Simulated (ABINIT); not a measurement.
The system is HfN.

```xyz
2
Lattice="0.0000 2.2560 2.2560 2.2560 0.0000 2.2560 2.2560 2.2560 0.0000" Properties=species:S:1:pos:R:3 pbc="T T T"
Hf    0.0000    0.0000    0.0000
N     2.2560    2.2560    2.2560
```

Program: ABINIT 10.8.3 (patched build). Alike in all runs: cell as given; smearing fermi-dirac 0.05 eV. Hardware: 1 thread of Arm Neoverse N1, on a shared host.

**Question.** Order these runs on this cell by their wall time, lowest first.
A. task single point; level PBEsol; potentials or basis JTH PAW PBE v2.0; spin off; k mesh 4 × 4 × 4; cutoff (eV) 707; fine-grid cutoff 1306.15 eV; mesh quality coarse
B. task single point; level LDA; potentials or basis JTH PAW LDA v2.0; spin off; k mesh 4 × 4 × 4; cutoff (eV) 680; fine-grid cutoff 1278.94 eV; mesh quality coarse
C. task band structure; level rPW86PBE; potentials or basis JTH PAW PBE v2.0; spin SOC, no magnetisation; k mesh 10 × 10 × 10; cutoff (eV) 707; fine-grid cutoff 1306.15 eV; mesh quality not flagged
D. task band structure; level AM05; potentials or basis JTH PAW PBE v2.0; spin off; k mesh 10 × 10 × 10; cutoff (eV) 707; fine-grid cutoff 1306.15 eV; mesh quality not flagged

**Answer.** B (7.4 s), A (20 s), D (100 s), C (490 s).

Caveats: some runs use coarse meshes.

Not every run made on this cell is shown here.
